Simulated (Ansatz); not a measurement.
**How many bands does the GW gap of Si2WN4 (MoSi2N4-type monolayer) need?**

How do accuracy and time trade against each other in G0W0 on Si2WN4 (MoSi2N4-type monolayer)?

Method: G0W0 on PBE, plane waves, PAW; PAW set soft_1, in Ansatz 0.2.0.

## Step 1: Starting point

The cell holds 7 atoms: 1 W, 4 N and 2 Si. Its edges and angles: a = 2.914 Å, b = 2.914 Å, c = 37.200 Å, α = 90.0°, β = 90.0°, γ = 120.0°. It derives from N4Si2W1. Vacuum lies along c.

Structure file:

```xyz
7
Lattice="2.9140 0.0000 0.0000 -1.4570 2.5236 0.0000 0.0000 0.0000 37.2000" Properties=species:S:1:pos:R:3
W     0.0000    0.0000   18.6000
N     0.0000    1.6824   19.8542
N     0.0000    1.6824   17.3458
Si    0.0000    1.6824   21.6019
Si    0.0000    1.6824   15.5981
N     1.4570    0.8412   22.1060
N     1.4570    0.8412   15.0940
```

The structure was relaxed with PBE. The runs that relaxed it are not among those shown. Spin-orbit coupling is left out unless a step names it. The Coulomb interaction is cut off across the vacuum.

## Step 2: 66 empty bands, screening to 22.5 eV

G0W0 replaces the xc potential by the self-energy, built once from these orbitals. Only a window of levels is corrected, while the sums run over the empty bands that the input names. This step takes PAW set soft_1 files.

Input file input.yaml:

```yaml
crystal:
  lattice:
    - [2.9139583244, 0.0, 0.0]
    - [-1.4569791622, 2.5235619345, 0.0]
    - [0.0, 0.0, 37.2]
  atoms:
    - { symbol: W, position: [0.0, 0.0, 0.5] }
    - { symbol: "N", position: [0.3333333333, 0.6666666667, 0.5337160717] }
    - { symbol: "N", position: [0.3333333333, 0.6666666667, 0.4662839283] }
    - { symbol: Si, position: [0.3333333333, 0.6666666667, 0.5806952339] }
    - { symbol: Si, position: [0.3333333333, 0.6666666667, 0.4193047661] }
    - { symbol: "N", position: [0.6666666667, 0.3333333333, 0.5942480184] }
    - { symbol: "N", position: [0.6666666667, 0.3333333333, 0.4057519816] }
  periodic: [true, true, false]
kpoints:
  mp_grid: { grid: [9, 9, 1] }
hamiltonian:
  xc: pbe
  pseudopotentials: { kind: paw, azcp: { folder: soft_1 } }
scf:
  occupations: { method: fixed }
gw:
  n_empty_bands: 66
  ecut_chi: 22.5
  qp_bands: [v2, c2]
  qp_kpoints: band_edges
  screening: { model: contour_deformation }
```

Launch:

```console
$ ansatz run input.yaml --threads 3 --pin off --max-ram 92160MiB --backend cuda --events-out ev --progress --plain --runs-dir out --devices 1 --max-vram 13GiB
```

Numbers of over 12 decimals in the logs are rounded to 6 here.

Output:

```text
GPUs: using 1 of 1 available (devices: 1).
Engine: ansatz 0.2.0, x86_64-unknown-linux-gnu
Pseudopotentials: kind: paw
Pseudopotential: W, paw, valence charge 14, recommended cutoff 420 eV (normal), soft_1/W.paw.azcp
Pseudopotential: N, paw, valence charge 5, recommended cutoff 420 eV (normal), soft_1/N.paw.azcp
Pseudopotential: Si, paw, valence charge 4, recommended cutoff 420 eV (normal), soft_1/Si.paw.azcp
Functional definition: PBE
  parameter kappa = 0.804
  parameter beta = 0.066725
  exchange = pbe_x(kappa = kappa, mu = beta*pi^2/3)
  correlation = pbe_c(beta = beta)
device memory: the entry about to start is reckoned to put 1.6 GiB on a device that reports 44.7 GiB free (of which the cap on the GPU budget leaves the run 13.0 GiB)
GPU FFT provider: cuFFT
GPU libraries: cuBLAS 13.8.2, cuFFT 12.4.0, cuSOLVER 12.3.4
Crystal: 7 atoms, lattice volume = 273.552 Å³
Basis set: ecut = 420 eV, 5309 PW (Γ)
Bands: 28, of which v1, the nominal top of the filled ones, is band 21 counted from 1 (20 counted from 0)
Symmetry: 12 space group operations
Space group: P-6m2 (ITA 187), of the structure as read, at distance tolerance 6.5e-5 Å
k-points: 12 of 81 (time reversal used)
Non-local potential: W, projectors of the file, l = 0: 3, l = 1: 2, l = 2: 2, l = 3: 1
Non-local potential: N, projectors of the file, l = 0: 2, l = 1: 2, l = 2: 1
Non-local potential: Si, projectors of the file, l = 0: 2, l = 1: 2, l = 2: 1
PAW form: soft (Blöchl's): semilocal exchange-correlation on the pseudo side does not see the compensation charge
PAW one-centre angular grid: W, 590 points (default); XC on 64 Gauss nodes
PAW one-centre angular grid: N, 110 points (default); XC on 64 Gauss nodes
PAW one-centre angular grid: Si, 110 points (default); XC on 64 Gauss nodes
Initial density: superposition of atomic densities (neutral atoms: chi_scale 0, normalization atom)
Initial wavefunctions: pseudopotential atomic-orbital guess
GPU buffer pool allocated for 100000 grid points (all kernels)
GPU transforms: local potential and band sums: pruned to the plane-wave sphere, on 20×20×250
Functional: x = pbe(κ = 0.804, μ = 0.219515), c = pbe(β = 0.066725)
SCF iter   1: F=—  HF=-13207.503823 eV  |F-HF|=—  |Δ(HF+E_count)|=         —  Δρ=9.33e-2  dr2=2.64e1  ethr=3.10e-3  ⟨swp⟩=8.0  Hψ=2277  notcnv=0  defer=57
preconditioner: auto → Resta (q_TF=auto, 1.996 Å⁻¹)  ε∞=1.9  [insulator: Δε(μ)=2.292 eV  Ē_g=13.635 eV  n_scr=22 (ndim 8)  ℏωp=13.1 eV  f_vac=0.709  ε∞_Penn≈1.9  vacuum switching on, ρ_ref=1.3e-2 e/Å³]
SCF iter   2: F=—  HF=-13201.166664 eV  |F-HF|=—  |Δ(HF+E_count)|=    6.34e0  Δρ=4.44e-2  dr2=6.36e0  ethr=3.10e-3  ⟨swp⟩=6.0  Hψ=1478  notcnv=0  defer=58
SCF iter   3: F=—  HF=-13200.151537 eV  |F-HF|=—  |Δ(HF+E_count)|=    1.02e0  Δρ=1.72e-2  dr2=7.22e-1  ethr=3.10e-3  ⟨swp⟩=4.8  Hψ=966  notcnv=0  defer=53
SCF iter   4: F=—  HF=-13200.043037 eV  |F-HF|=—  |Δ(HF+E_count)|=   1.09e-1  Δρ=8.21e-3  dr2=1.01e-1  ethr=1.72e-3  ⟨swp⟩=2.6  Hψ=494  notcnv=0  defer=57
SCF iter   5: F=—  HF=-13200.054143 eV  |F-HF|=—  |Δ(HF+E_count)|=   1.11e-2  Δρ=1.86e-3  dr2=2.01e-2  ethr=2.40e-4  ⟨swp⟩=3.0  Hψ=619  notcnv=0  defer=60
SCF iter   6: F=—  HF=-13200.050629 eV  |F-HF|=—  |Δ(HF+E_count)|=   3.51e-3  Δρ=2.66e-4  dr2=2.95e-4  ethr=4.78e-5  ⟨swp⟩=4.4  Hψ=740  notcnv=0  defer=59
SCF iter   7: F=—  HF=-13200.050628 eV  |F-HF|=—  |Δ(HF+E_count)|=   1.09e-6  Δρ=8.72e-5  dr2=1.33e-5  ethr=7.02e-7  ⟨swp⟩=3.6  Hψ=905  notcnv=0  defer=60
SCF iter   8: F=—  HF=-13200.050642 eV  |F-HF|=—  |Δ(HF+E_count)|=   1.44e-5  Δρ=4.43e-5  dr2=1.50e-5  ethr=3.16e-8  ⟨swp⟩=3.6  Hψ=819  notcnv=0  defer=60
SCF iter   9: F=—  HF=-13200.050640 eV  |F-HF|=—  |Δ(HF+E_count)|=   2.39e-6  Δρ=2.19e-5  dr2=2.55e-6  ethr=3.16e-8  ⟨swp⟩=2.2  Hψ=465  notcnv=0  defer=60
SCF iter  10: F=-13200.050639 eV  HF=-13200.050639 eV  |F-HF|=2.59e-8  |Δ(HF+E_count)|=   4.38e-7  Δρ=3.33e-6  dr2=3.45e-8  ethr=2.38e-10  ⟨swp⟩=22.0  Hψ=3058  notcnv=0
SCF 1 converged in 10 iterations: F = -13200.050639 eV  dr2 = 3.45e-8
  greatest PAW one-centre occupation: 0.999 electrons in one spin orbital (limit 2), on the W atom at site 0 (counted from 0), in its partial waves of l = 0
device memory: the entry about to start is reckoned to put 1.7 GiB (of the 1.8 GiB reckoned in all, the device holds 0.1 GiB already) on a device that reports 44.3 GiB free (of which the cap on the GPU budget leaves the run 12.9 GiB)
NSCF: frozen V_eff on 12 k-points, pencils in batches of 32, up to order 112
the band table was solved once the SCF had ended and its energy, with any forces and stress, was formed, with the checks that follow a solve (2467 applications of the Hamiltonian). They found nothing against the state; the energy, forces and stress were not computed again (output.eigenvalues in the input reference)
device memory: the entry about to start is reckoned to put 4.1 GiB on a device that reports 44.4 GiB free (of which the cap on the GPU budget leaves the run 13.0 GiB)
NSCF: frozen V_eff on 12 k-points
G₀W₀ screening: q 1/12
[... further progress lines ...]
device memory: the entry about to start is reckoned to put 0.7 GiB on a device that reports 46.5 GiB free (of which the cap on the GPU budget leaves the run 13.0 GiB)
NSCF: frozen V_eff on 1 k-points
SCF converged after 10 iterations
Free energy (F): -13200.050639 eV
Harris-Foulkes:  -13200.050639 eV  (|F-HF|=2.59e-8)
Internal energy: -13200.050639 eV  (E = F + TS)
E sigma→0 (E₀):  -13200.050639 eV
Fermi energy:    -5.113428 eV
--- Per-component energies (eV) ---
  E_band       = -858.680720
  E_kinetic    = 1034.302337
  E_local      = -146439.291066  (includes V_loc(G=0)·N_el)
  E_nonlocal   = 155.699110
  E_hartree    = 72635.535115
  E_xc         = -622.254462
  E_vxc        = -633.499711  (∫ρ·V_xc dr)
  E_paw        = -10113.680534  (= ΣΔE_a)
  E_vpaw       = -246.971274  (= ΣTr[D̂ρ^β])
  E_aug_tail   = 0.003757  (compensation charges beyond the density's cutoff)
  E_ewald      = 70149.635103
  E_smearing   = -0.000000  (= −TS)
  E_closure    = 0.000000  (closes the sum)
  Σ components = -13200.050639   (vs F -13200.050639, Δ=0.00e0)
--- Band table (eV; the first three rows and the last of 12) ---
  k-point 0: bands = [... 17 lower, -7.8826, -7.8826, -7.7438, -5.1134, -2.2233, -2.2233, -1.5600 (-1.5600°), -1.5468 (-1.5468°), ... 3 higher]
  k-point 1: bands = [... 17 lower, -8.1520, -8.1179, -7.5678, -5.3797, -2.4400, -2.2165, -1.7344, -1.2029 (-1.2029°), ... 3 higher]
  k-point 2: bands = [... 17 lower, -8.6335, -8.5107, -7.6583, -6.1475, -2.2532, -2.1161, -1.5333, -0.4652 (-0.4652°), ... 3 higher]
  k-point 11: bands = [... 17 lower, -8.5113, -7.9057, -7.6157, -5.4169, -3.0645, -0.4997, -0.0414, 0.2028, ... 3 higher]
  ° read free of the cell's end (the report's vacuum.weakly_bound_levels)
--- G₀W₀: contour deformation, 6 samples at zero and on the imaginary axis and 2 off it, 81 q-points, 66 empty bands' worth ---
  eigenvalues of the whole cell's RPA ε∞ on this k-mesh (on a slab, of 1 + 4πα/V) = 1.2064, 3.0433, 3.0433; static W/v taken at q = 0 is 0.509963
  gw.qp_kpoints: band_edges: 7 of 12 stored k-points solved, in 1 pass; an edge of the gap read off the rows below is read off those points alone
    valence top: of the k-points left out ik 5 came nearest to being solved in a further pass, in band 21 (counted from 1, as in the quasiparticle table): it holds the edge there only if its correction is more favourable than any solved in that band by at least 0.728 eV; those differ by 0.294 eV
    conduction bottom: of the k-points left out ik 5 came nearest to being solved in a further pass, in band 22 (counted from 1, as in the quasiparticle table): it holds the edge there only if its correction is more favourable than any solved in that band by at least 0.525 eV; those differ by 0.256 eV
    ik  band        ε_KS         Σx   Σc(E_QP)       V_xc       Z   E_QP_lin       E_QP  E_QP is
     0    20     -7.7438   -21.1156     3.6556   -17.1829  0.7847    -8.0223    -8.0209  root
     0    21     -5.1134   -20.5245     1.6127   -19.3997  0.7909    -4.6281    -4.6255  root
     0    22     -2.2233   -15.1897    -3.0898   -19.8887  0.7874    -0.5490    -0.6141  root
     0    23     -2.2233   -15.1897    -3.0898   -19.8887  0.7874    -0.5490    -0.6141  root
     1    20     -7.5678   -21.6482     3.6774   -17.8405  0.7858    -7.6984    -7.6981  root
     1    21     -5.3797   -20.6889     1.8547   -19.3007  0.7882    -4.9158    -4.9133  root
     1    22     -2.4400   -13.9830    -3.1438   -18.6313  0.7960    -0.8859    -0.9355  root
     1    23     -2.2165   -15.3117    -3.1211   -20.0420  0.7875    -0.5424    -0.6072  root
     2    20     -7.6583   -21.4296     3.7071   -17.5029  0.7834    -7.8788    -7.8779  root
     2    21     -6.1475   -20.2922     2.1252   -18.5606  0.7816    -5.7562    -5.7540  root
     2    22     -2.2532   -14.2265    -3.2046   -18.9380  0.7932    -0.6937    -0.7463  root
     2    23     -2.1161   -15.6430    -3.2685   -20.5282  0.7867    -0.4326    -0.4995  root
     3    20     -7.5470   -21.3467     3.7251   -17.3252  0.7834    -7.8451    -7.8435  root
     3    21     -6.5162   -20.0015     2.3105   -17.9914  0.7809    -6.2172    -6.2158  root
     3    22     -2.0801    -9.1436    -3.7001   -14.2888  0.8100    -0.5917    -0.6350  root
     3    23     -2.0494   -12.3532    -3.4974   -17.3561  0.7964    -0.4902    -0.5439  root
     4    20     -7.3479   -21.4840     3.7606   -17.3939  0.7848    -7.6794    -7.6774  root
     4    21     -6.3986   -19.9578     2.3068   -17.9190  0.7860    -6.1317    -6.1306  root
     4    22     -2.7933    -8.3048    -3.5812   -13.2393  0.8158    -1.4050    -1.4399  root
     4    23     -2.3178    -8.2680    -3.6600   -13.3759  0.8127    -0.8281    -0.8700  root
    10    20     -7.6691   -21.5159     3.8377   -17.2790  0.7807    -8.0712    -8.0682  root
    10    21     -5.8384   -20.6820     1.9978   -19.1516  0.7892    -5.3737    -5.3710  root
    10    22     -2.4525   -16.9341    -2.8800   -21.3648  0.7863    -0.8466    -0.9019  root
    10    23     -0.8019    -9.6736    -4.0050   -15.2225  0.7951     0.8083     0.7420  root
    11    20     -7.6157   -21.1361     3.6453   -17.1059  0.7821    -8.0034    -8.0006  root
    11    21     -5.4169   -20.6476     1.6903   -19.5198  0.7936    -4.8578    -4.8545  root
    11    22     -3.0645   -16.7697    -2.5135   -20.7773  0.7920    -1.5264    -1.5704  root
    11    23     -0.4997   -15.2363    -4.2329   -21.0490  0.7668     1.1689     1.0800  root
```

It took 12 s on 1 × NVIDIA H100 80GB HBM3 (shared by 6 runs) with 3 threads of AMD EPYC 7R13 (Zen 3), shared host; peak memory 1.2 GiB; 17 s of CPU time.

The column dr2 measures how far the density is from self-consistency, as an energy; F and HF (Harris–Foulkes) agree once it is small.

Numbers from this step:

```
bands summed                                 : 87
plane waves in the screening matrix          : 29
q-points in the mesh                         : 81
G0W0 gap on the mesh                         : 3.055 eV
k of the valence top                         : 0, 0, 0
k of the conduction bottom                   : 0.3333, 0.3333, 0
starting gap on the mesh                     : 2.049 eV
Z at the valence top                         : 0.7909
Z at the conduction bottom                   : 0.7920
least direct G0W0 gap on the computed points : 3.284 eV
```

The gap on the mesh goes from 2.05 eV to 3.06 eV, a correction of +1.01 eV. Between the two edge states, bare exchange in place of the xc potential would open the gap by 5.13 eV, and correlation takes back 4.13 eV.

## Step 3: 187 empty bands, screening to 45 eV

Bands and screening cutoff are moved together, since each hides the error of the other.

Edit input.yaml of step 2 so:

```diff
@@ -22,4 +22,4 @@
 gw:
-  n_empty_bands: 66
-  ecut_chi: 22.5
+  n_empty_bands: 187
+  ecut_chi: 45.0
   qp_bands: [v2, c2]
```

Output:

```text
GPUs: using 1 of 1 available (devices: 1).
[...]
GPU FFT provider: cuFFT
GPU libraries: cuBLAS 13.8.2, cuFFT 12.4.0, cuSOLVER 12.3.4
Crystal: 7 atoms, lattice volume = 273.552 Å³
Basis set: ecut = 420 eV, 5309 PW (Γ)
Bands: 28, of which v1, the nominal top of the filled ones, is band 21 counted from 1 (20 counted from 0)
Symmetry: 12 space group operations
[...]
k-points: 12 of 81 (time reversal used)
[...]
GPU buffer pool allocated for 100000 grid points (all kernels)
[...]
SCF iter   1: F=—  HF=-13207.503823 eV  |F-HF|=—  |Δ(HF+E_count)|=         —  Δρ=9.33e-2  dr2=2.64e1  ethr=3.10e-3  ⟨swp⟩=8.0  Hψ=2277  notcnv=0  defer=57
[...]
SCF iter  10: F=-13200.050639 eV  HF=-13200.050639 eV  |F-HF|=2.59e-8  |Δ(HF+E_count)|=   4.38e-7  Δρ=3.33e-6  dr2=3.45e-8  ethr=2.38e-10  ⟨swp⟩=22.0  Hψ=3058  notcnv=0
SCF 1 converged in 10 iterations: F = -13200.050639 eV  dr2 = 3.45e-8
[...]
NSCF: frozen V_eff on 12 k-points, pencils in batches of 32, up to order 112
[...]
NSCF: frozen V_eff on 12 k-points
G₀W₀ screening: q 1/12
[... further progress lines ...]
[...]
SCF converged after 10 iterations
Free energy (F): -13200.050639 eV
[...]
Internal energy: -13200.050639 eV  (E = F + TS)
E sigma→0 (E₀):  -13200.050639 eV
Fermi energy:    -5.113428 eV
[...]
--- Band table (eV; the first three rows and the last of 12) ---
  k-point 0: bands = [... 17 lower, -7.8826, -7.8826, -7.7438, -5.1134, -2.2233, -2.2233, -1.5600 (-1.5600°), -1.5468 (-1.5468°), ... 3 higher]
  k-point 1: bands = [... 17 lower, -8.1520, -8.1179, -7.5678, -5.3797, -2.4400, -2.2165, -1.7344, -1.2029 (-1.2029°), ... 3 higher]
  k-point 2: bands = [... 17 lower, -8.6335, -8.5107, -7.6583, -6.1475, -2.2532, -2.1161, -1.5333, -0.4652 (-0.4652°), ... 3 higher]
  k-point 11: bands = [... 17 lower, -8.5113, -7.9057, -7.6157, -5.4169, -3.0645, -0.4997, -0.0414, 0.2028, ... 3 higher]
  ° read free of the cell's end (the report's vacuum.weakly_bound_levels)
[...]
bands read: the sum over 208 bands ends inside a degenerate multiplet in 1 slot, whose members it reads at an even weight; the widest, k=0: bands 208 to 209 (counted from 1) at 1/2 each
[...]
0    20     -7.7438   -21.1156     3.6521   -17.1829  0.7708    -8.0258    -8.0245  root
     0    21     -5.1134   -20.5245     1.2782   -19.3997  0.7809    -4.9603    -4.9599  root
     0    22     -2.2233   -15.1897    -3.4299   -19.8887  0.7739    -0.9209    -0.9542  root
     0    23     -2.2233   -15.1897    -3.4299   -19.8887  0.7739    -0.9209    -0.9542  root
     1    20     -7.5678   -21.6482     3.6614   -17.8405  0.7707    -7.7144    -7.7141  root
     1    21     -5.3797   -20.6889     1.5142   -19.3007  0.7780    -5.2540    -5.2537  root
     1    22     -2.4400   -13.9830    -3.4655   -18.6313  0.7845    -1.2310    -1.2572  root
     1    23     -2.2165   -15.3117    -3.4726   -20.0420  0.7742    -0.9262    -0.9589  root
[...]
11    20     -7.6157   -21.1361     3.5797   -17.1059  0.7680    -8.0699    -8.0662  root
    11    21     -5.4169   -20.6476     1.3385   -19.5198  0.7811    -5.2068    -5.2063  root
    11    22     -3.0645   -16.7697    -2.9264   -20.7773  0.7816    -1.9648    -1.9833  root
    11    23     -0.4997   -15.2363    -4.6240   -21.0490  0.7567     0.7348     0.6889  root
```

It took 27 s on 1 × NVIDIA H100 80GB HBM3 (shared by 6 runs) with 3 threads; peak memory 1.4 GiB.

This step gave:

```
bands summed                                 : 208
plane waves in the screening matrix          : 215
q-points in the mesh                         : 81
G0W0 gap on the mesh                         : 2.977 eV
k of the valence top                         : 0, 0, 0
k of the conduction bottom                   : 0.3333, 0.3333, 0
starting gap on the mesh                     : 2.049 eV
Z at the valence top                         : 0.7809
Z at the conduction bottom                   : 0.7816
least direct G0W0 gap on the computed points : 3.223 eV
```

Against the run with 9×9×1 mesh, 66 empty bands, screening to 22.5 eV, PAW set soft_1 files, the gap moves by −0.08 eV.

## Step 4: 403 empty bands, screening to 75 eV

Edit input.yaml of step 3 so:

```diff
@@ -21,5 +21,6 @@
   occupations: { method: fixed }
+  convergence: { dr2_threshold: 1.0e-10 }
 gw:
-  n_empty_bands: 187
-  ecut_chi: 45.0
+  n_empty_bands: 403
+  ecut_chi: 75.0
   qp_bands: [v2, c2]
```

Output:

```text
GPUs: using 1 of 1 available (devices: 1).
[...]
GPU FFT provider: cuFFT
GPU libraries: cuBLAS 13.8.2, cuFFT 12.4.0, cuSOLVER 12.3.4
Crystal: 7 atoms, lattice volume = 273.552 Å³
Basis set: ecut = 420 eV, 5309 PW (Γ)
Bands: 28, of which v1, the nominal top of the filled ones, is band 21 counted from 1 (20 counted from 0)
Symmetry: 12 space group operations
[...]
k-points: 12 of 81 (time reversal used)
[...]
1    23     -2.2166   -15.3117    -3.7684   -20.0420  0.7680    -1.2376    -1.2548  root
[...]
11    20     -7.6157   -21.1361     3.3528   -17.1059  0.7623    -8.3019    -8.2931  root
    11    21     -5.4170   -20.6476     1.0393   -19.5197  0.7751    -5.5056    -5.5055  root
    11    22     -3.0646   -16.7696    -3.2267   -20.7772  0.7754    -2.2749    -2.2837  root
    11    23     -0.4998   -15.2362    -4.8916   -21.0489  0.7517     0.4466     0.4213  root
[key lines of the parts left out:]
SCF converged after 13 iterations
Free energy (F): -13200.050639 eV
Fermi energy:    -5.113509 eV
```

The job ended after 44 s (1 × NVIDIA H100 80GB HBM3 (shared by 6 runs) with 3 threads; peak memory 1.9 GiB; 76 s of CPU time).

Numbers from this step:

```yaml
bands_summed: 424
plane_waves_in_the_screening_matrix: 389
g0w0_gap_on_the_mesh: 2.944 eV
k_of_the_valence_top: 0, 0, 0
k_of_the_conduction_bottom: 0.3333, 0.3333, 0
starting_gap_on_the_mesh: 2.049 eV
least_direct_g0w0_gap_on_the_computed_points: 3.222 eV
```

Against the run with 9×9×1 mesh, 187 empty bands, screening to 45 eV, PAW set soft_1 files, the gap moves by −0.03 eV.

(Continued in part 2 of 2.)

[Paths, hosts, dates, memory and timing lines, banners, echoed tables and standing remarks are left out of the program output.]

[Logs are printed without paths, hosts, clocks, repeated set-up lines and the standing remarks that a program may print on its own settings, such as how far it seeks lower states.]

[Runs of the session that timed out or met a known fault of the program may be left out.]

[Cells called generated may have been cut or substituted from an entry of the Crystallography Open Database or the Materials Project.]

[Hosts, paths, dates, database ids (printed as entryN), source tags and the programs' standing remarks are cut or masked in the printed files.]
